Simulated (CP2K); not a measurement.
Pt: equation of state with PBEsol

The system is Pt.

```xyz
1
Lattice="2.7731 0.0000 0.0000 1.3866 2.4016 0.0000 1.3866 0.8005 2.2643" Properties=species:S:1:pos:R:3 pbc="T T T"
Pt    0.0000    0.0000    0.0000
```

- Program: CP2K 2026.2
- Task: equation of state
- Functional: PBEsol
- Potentials or basis: POTENTIAL_UZH Pt GTH-PBE-q18; TZVP-MOLOPT-PBE-GTH basis
- Density cutoff: 6123 eV
- k mesh: 12 × 12 × 12
- Occupations: fermi-dirac, width 0.1 eV
- Spin: no spin polarisation
- SCF solver: diagonalisation with k points
- Quickstep method: GPW
- EPS_DEFAULT: 1.0E-10
- EPS_SCF: 1.0E-6
- MAX_SCF: 100
- SCF_GUESS: ATOMIC
- k points reduced by the point group: yes
- Mesh centred on Gamma: yes
- CHOLESKY: OFF
- EPS_EIGVAL: 1.0E-7
- MIXING METHOD: BROYDEN_MIXING
- MIXING ALPHA: 0.4
- NBUFFER: 8
- NGRIDS: 5
- Basis sets: Pt TZVP-MOLOPT-PBE-GTH-q18
- Potentials: Pt GTH-PBE-q18 of POTENTIAL_UZH
- ADDED_MOS: [11]
- REL_CUTOFF (Ry): 60 Ry
- MIXING BETA (1/bohr): 1.5 1/bohr
- CUTOFF of the grids: 450 Ry

The equilibrium volume is 15.08 Å³/atom and the bulk modulus is 291 GPa. The pressure derivative of the bulk modulus is 5.4.

Energy against volume, from the lowest point:
```tsv
volume (Å³/atom)	energy (meV/atom)
14.175	56.70
14.477	24.20
14.778	5.87
15.080	0.00
15.381	5.11
15.683	19.88
15.985	43.15
```

All runs of the series together: 6.5 min on 2 threads of Arm Neoverse V2 (shared host).

Caveat: the potentials were made for another functional, which shifts forces and pressure; the basis of atomic orbitals isn't converged, which shifts pressures, moduli and gaps. Spin-orbit coupling is left out, which matters for the levels of Pt.
